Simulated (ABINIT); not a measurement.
# A GW chain in ABINIT: BaS (Fm-3m)

How does a plane-wave GW calculation on BaS (Fm-3m) run from the first input to the gap?

Method: PBE and many-body steps on it, plane waves, in ABINIT 10.8.3.

## Step 1: The structure

The structure is cubic, space group Fm-3m (No. 225). The conventional cell has a = 6.388 Å, b = 6.388 Å, c = 6.388 Å, α = 90.00°, β = 90.00°, γ = 90.00°. Nearest to Ba lie 6 S at 3.19 Å. Nearest to S lie 6 Ba at 3.19 Å. Farther neighbours and most contacts between anions are not listed.

The cell and positions come from the Crystallography Open Database and are kept as given unless a step says otherwise. Spin-orbit coupling is left out unless a step names it.

## Step 2: Ground state

This step: ABINIT 10.8.3; DFT, PBE, plane waves, norm-conserving pseudopotentials.

The ground-state density comes first.

Contents of run.abi:

```
acell 3*1.0 Angstrom
rprim 
  0.000000000000 3.193750000000 3.193750000000
  3.193750000000 0.000000000000 3.193750000000
  3.193750000000 3.193750000000 0.000000000000
ntypat 2
znucl 56 16
natom 2
typat 1 2
xred 
  0.000000000000 0.000000000000 0.000000000000
  0.500000000000 0.500000000000 0.500000000000
pp_dirpath "pseudos"
pseudos "Ba.upf, S.upf"
ecut 20
ngkpt 6 6 6
nshiftk 1
shiftk 0 0 0
kptopt 1
chksymbreak 0
nband 13
occopt 1
tolvrs 1e-10
nstep 60
prtwf 0
optforces 0
optstress 0
indata_prefix "in"
outdata_prefix "out"
tmpdata_prefix "tmp"
```

Run with:

```
OMP_NUM_THREADS=1 mpirun -n 4 abinit run.abi > log
```

Numbers of over 12 decimals in the logs are rounded to 6 here.

Output:

```text
.Version 10.8.3 of ABINIT. v10.8.2 released Aug 2026.

 Symmetries : space group Fm -3 m (#225); Bravais cF (face-center cubic)
================================================================================
 Values of the parameters that define the memory need of the present run
     intxc =       0    ionmov =       0      iscf =       7    lmnmax =       6
     lnmax =       6     mgfft =      36  mpssoang =       3    mqgrid =    3001
     natom =       2  nloc_mem =       1    nspden =       1   nspinor =       1
    nsppol =       1      nsym =      48    n1xccc =    2501    ntypat =       2
    occopt =       1   xclevel =       2
-    mband =          13        mffmem =           1         mkmem =           4
       mpw =        1895          nfft =       46656          nkpt =          16
================================================================================
  Rough estimation (10% accuracy) of disk space for files :
================================================================================

--------------------------------------------------------------------------------
------------- Echo of variables that govern the present computation ------------
--------------------------------------------------------------------------------
 -outvars: echo values of preprocessed input variables --------
            acell      1.8897261259E+00  1.8897261259E+00  1.8897261259E+00 Bohr

      chksymbreak           0
             ecut      2.00000000E+01 Hartree
-          fftalg         312

              ixc     -101130
              kpt      0.00000000E+00  0.00000000E+00  0.00000000E+00
                       1.66666667E-01  0.00000000E+00  0.00000000E+00
                       3.33333333E-01  0.00000000E+00  0.00000000E+00
                       5.00000000E-01  0.00000000E+00  0.00000000E+00
                       1.66666667E-01  1.66666667E-01  0.00000000E+00
                       3.33333333E-01  1.66666667E-01  0.00000000E+00
                       5.00000000E-01  1.66666667E-01  0.00000000E+00
                      -3.33333333E-01  1.66666667E-01  0.00000000E+00
                      -1.66666667E-01  1.66666667E-01  0.00000000E+00
   [... 5 further rows ...]
                      -3.33333333E-01  3.33333333E-01  1.66666667E-01
                      -3.33333333E-01  5.00000000E-01  1.66666667E-01
         kptrlatt        6    0    0      0    6    0      0    0    6
          kptrlen      5.12113274E+01
P           mkmem           4
            natom           2
            nband          13
            ngfft          36      36      36
             nkpt          16
            nstep          60
             nsym          48
           ntypat           2
              occ      2.000000  2.000000  2.000000  2.000000  2.000000  2.000000
                       2.000000  2.000000  0.000000  0.000000  0.000000  0.000000
                       0.000000
        optforces           0
        optstress           0
            prtwf           0
            rprim      0.0000000000E+00  3.1937500000E+00  3.1937500000E+00
[...]
spgroup         225

           tolvrs      1.00000000E-10

             xred      0.0000000000E+00  0.0000000000E+00  0.0000000000E+00
[...]
znucl       56.00000   16.00000

================================================================================

 chkinp: Checking input parameters for consistency.

================================================================================
== DATASET  1 ==================================================================
-   mpi_nproc: 4, omp_nthreads: 1 (-1 if OMP is not activated)

--- !DatasetInfo
iteration_state: {dtset: 1, }
dimensions: {natom: 2, nkpt: 16, mband: 13, nsppol: 1, nspinor: 1, nspden: 1, mpw: 1895, }
cutoff_energies: {ecut:  20.0, pawecutdg:  -1.0, }
electrons: {nelect:   1.60000000E+01, charge:   0.00000000E+00, occopt:   1.00000000E+00, tsmear:   1.00000000E-02, }

 Real(R)+Recip(G) space primitive vectors, cartesian coordinates (Bohr,Bohr^-1):
 R(1)=  0.0000000  6.0353128  6.0353128  G(1)= -0.0828457  0.0828457  0.0828457
 R(2)=  6.0353128  0.0000000  6.0353128  G(2)=  0.0828457 -0.0828457  0.0828457
 R(3)=  6.0353128  6.0353128  0.0000000  G(3)=  0.0828457  0.0828457 -0.0828457
 Unit cell volume ucvol=  4.3967255E+02 bohr^3
 Angles (23,13,12)=  6.00000000E+01  6.00000000E+01  6.00000000E+01 degrees

 getcut: wavevector=  0.0000  0.0000  0.0000  ngfft=  36  36  36
         ecut(hartree)=     20.000   => boxcut(ratio)=   2.09511

--- Pseudopotential description ------------------------------------------------
- Ba Generated using ONCVPSP code by D. R. Hamann
- 56.00000  10.00000  171031                  znucl, zion, pspdat
12 -101130 2 -1 1958                          pspcod,pspxc,lmax,lloc,mmax
     nproj     2     2     2
  pspatm : epsatm=   26.75150155
         --- l  ekb(1:nproj) -->
[...]
pspatm: atomic psp has been read  and splines computed

- S Generated using ONCVPSP code by D. R. Hamann
- 16.00000   6.00000  171031                  znucl, zion, pspdat
12 -101130 2 -1 1146                          pspcod,pspxc,lmax,lloc,mmax
     nproj     2     2     2
  pspatm : epsatm=    9.01821529
         --- l  ekb(1:nproj) -->
[...]
2   -3.547662   -0.986524
 pspatm: atomic psp has been read  and splines computed

   5.72315469E+02                                ecore*ucvol(ha*bohr**3)
--------------------------------------------------------------------------------

_setup2: Arith. and geom. avg. npw (full set) are    1876.949    1876.934

================================================================================

--- !BeginCycle
iteration_state: {dtset: 1, }
solver: {iscf: 7, nstep: 60, nline: 4, wfoptalg: 0, }
tolerances: {tolvrs: 1.00E-10, }

     iter   Etot(hartree)      deltaE(h)  residm     vres2
 ETOT  1  -39.242068987225    -3.924E+01 3.180E-02 1.182E+02
 ETOT  2  -39.275234710255    -3.317E-02 2.365E-03 2.172E+01
 ETOT  3  -39.281209828319    -5.975E-03 6.469E-04 1.290E-01
 ETOT  4  -39.281229767250    -1.994E-05 3.008E-04 3.963E-03
 ETOT  5  -39.281230292591    -5.253E-07 1.605E-04 5.116E-04
 ETOT  6  -39.281230330662    -3.807E-08 1.003E-04 6.916E-06
 ETOT  7  -39.281230331016    -3.540E-10 5.442E-05 1.151E-07
 ETOT  8  -39.281230331027    -1.058E-11 1.039E-04 2.661E-09
 ETOT  9  -39.281230331027    -2.984E-13 5.802E-05 1.062E-11

 At SCF step    9       vres2   =  1.06E-11 < tolvrs=  1.00E-10 =>converged.

--- !ResultsGS
iteration_state: {dtset: 1, }
comment   : Summary of ground state results
lattice_vectors:
- [  0.0000000,   6.0353128,   6.0353128, ]
- [  6.0353128,   0.0000000,   6.0353128, ]
- [  6.0353128,   6.0353128,   0.0000000, ]
lattice_lengths: [   8.53522,    8.53522,    8.53522, ]
lattice_angles: [ 60.000,  60.000,  60.000, ] # degrees, (23, 13, 12)
lattice_volume:   4.3967255E+02
convergence: {deltae: -2.984E-13, res2:  1.062E-11, residm:  5.802E-05, diffor:  0.000E+00, }
etotal    :  -3.92812303E+01
entropy   :   0.00000000E+00
fermie    :   1.35251724E-01
cartesian_stress_tensor: null
pressure_GPa: null
xred      :
- [  0.0000E+00,   0.0000E+00,   0.0000E+00, Ba]
- [  5.0000E-01,   5.0000E-01,   5.0000E-01,  S]
cartesian_forces: null
force_length_stats: {min: null, max: null, mean: null, }

 Integrated electronic density in atomic spheres:
 ------------------------------------------------
 Atom  Sphere_radius  Integrated_density
    1        2.00000          5.25430540
    2        2.00000          3.90719631
================================================================================

 ----iterations are completed or convergence reached----

 Mean square residual over all n,k,spin=   33.073E-08; max=  58.017E-06
 reduced coordinates (array xred) for    2 atoms
       0.000000000000      0.000000000000      0.000000000000
       0.500000000000      0.500000000000      0.500000000000
 rms dE/dt=  0.0000E+00; max dE/dt=  0.0000E+00; dE/dt below (all hartree)
    1       0.000000000000      0.000000000000      0.000000000000
    2       0.000000000000      0.000000000000      0.000000000000

 cartesian coordinates (angstrom) at end:
    1      0.000000     0.000000     0.000000
    2      3.193750     3.193750     3.193750
 length scales=  1.889726125908  1.889726125908  1.889726125908 bohr
              =  1.000000000000  1.000000000000  1.000000000000 angstroms
 prteigrs : about to open file out_EIG
 Fermi (or HOMO) energy (hartree) =   0.13525   Average Vxc (hartree)=  -0.32348
 Eigenvalues (hartree) for nkpt=  16  k points:
 kpt#   1, nband= 13, wtk=  0.00463, kpt=  0.0000  0.0000  0.0000 (reduced coord)
  -0.82223   -0.27251   -0.27251   -0.27251   -0.24447    0.13525    0.13525    0.13525
   0.26850    0.27880    0.27880    0.27880    0.31275
 prteigrs : prtvol=0 or 1, do not print more k-points.

--- !EnergyTerms
iteration_state     : {dtset: 1, }
comment             : Components of total free energy in Hartree
kinetic             :  1.04138794732330E+01
hartree             :  4.59963194922186E+00
xc                  : -9.90362167133526E+00
Ewald energy        : -3.12456541786108E+01
psp_core            :  1.30168570283962E+00
local_psp           : -1.93928962182889E+01
non_local_psp       :  4.94574461191331E+00
total_energy        : -3.92812303310272E+01
total_energy_eV     : -1.06889673075492E+03
band_energy         : -3.15279145431248E+00

== END DATASET(S) ==============================================================
================================================================================

 -outvars: echo values of variables after computation  --------
           etotal     -3.9281230331E+01
            nband          13
             nkpt          16
          spgroup         225
 [... the other variables as echoed above ...]

 Calculation completed.
```

It took 5.5 s on 4 MPI ranks of Arm Neoverse V1, shared host; peak memory 0.27 GiB; 22 s of CPU time.

Numbers from this step:

* total energy: -1068.8967 eV
* gap: 2.146 eV
* k of the valence top: 0, 0, 0
* k of the conduction bottom: 0.5, 0.5, 0
* least direct gap: 2.272 eV

The gap is indirect, with the least direct gap 0.13 eV higher.

[end of part 1 of 3]

[Paths, hosts, dates, memory and timing lines, banners, echoed tables and standing remarks are left out of the program output.]

[Logs are printed without paths, hosts, clocks, repeated set-up lines and the standing remarks that a program may print on its own settings, such as how far it seeks lower states.]

[Runs of the session that timed out or met a known fault of the program may be left out.]

[Hosts, paths, dates, database ids (printed as entryN), source tags and the programs' standing remarks are cut or masked in the printed files.]

[G0W0 gaps are taken among the corrected bands and points alone; a level outside them can change the order at an edge.]

[Where Ansatz stands beside ABINIT at settings called matched, ABINIT's density can come from a denser mesh and the files from another edition; pairs whose starting gaps differed by over 0.03 eV were left out, so agreement reads better than it is.]
